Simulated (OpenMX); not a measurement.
The system is BN.

```
N B
1.0
     2.55394    0.00000    0.00000
    -1.27697    2.21178    0.00000
     0.00000    0.00000    4.22685
N B
2 2
Cartesian
  0.0000 1.4745 0.5295
  1.2770 0.7373 2.6430
  0.0000 1.4745 2.1123
  1.2770 0.7373 4.2257
```

Measurements of this composition are mostly on another form, of space group No. 194.

| Property | Result |
| --- | --- |
| Program | OpenMX 3.8.5 |
| Task | single point |
| Functional | PBE |
| Potentials or basis | OpenMX 2013 PBE set, N6.0-s2p2d1, B7.0-s2p2d1, grid cutoff 400 Ry |
| k mesh | 13 × 13 × 7 |
| Occupations | fermi-dirac, width 0.05 eV |
| Spin | no spin polarisation |

On this cell: pressure 1.5 GPa; largest force 0.008 eV/Å; band gap on the k mesh 5.53 eV, indirect (least direct gap 8.36 eV).

The same run follows on a disturbed copy (atoms moved at random, drawn with an rms of 0.05 Å):

```
CELL_PARAMETERS angstrom
2.55394 0.00000 0.00000
-1.27697 2.21178 0.00000
0.00000 0.00000 4.22685
ATOMIC_POSITIONS crystal
N 0.33349 0.65369 0.12233
N 0.66826 0.32131 0.62147
B 0.32327 0.67179 0.48849
B 0.69674 0.34690 0.99522
```

Task: What changes?

Result: The energy moves by +32.5 meV/atom; pressure 2.8 GPa; largest force 1.901 eV/Å; band gap on the k mesh 4.75 eV, indirect (least direct gap 7.39 eV).

Forces in eV/Å, atoms in the order of the input:
```
N    0.788  1.317 -0.365
N   -0.647  0.968 -0.333
B    1.076 -0.867  1.048
B   -1.221 -1.415 -0.350
```

Caveats: an odd mesh through Γ misses points on the zone boundary, where band edges often lie; the basis of atomic orbitals isn't converged, which shifts pressures, moduli and gaps.
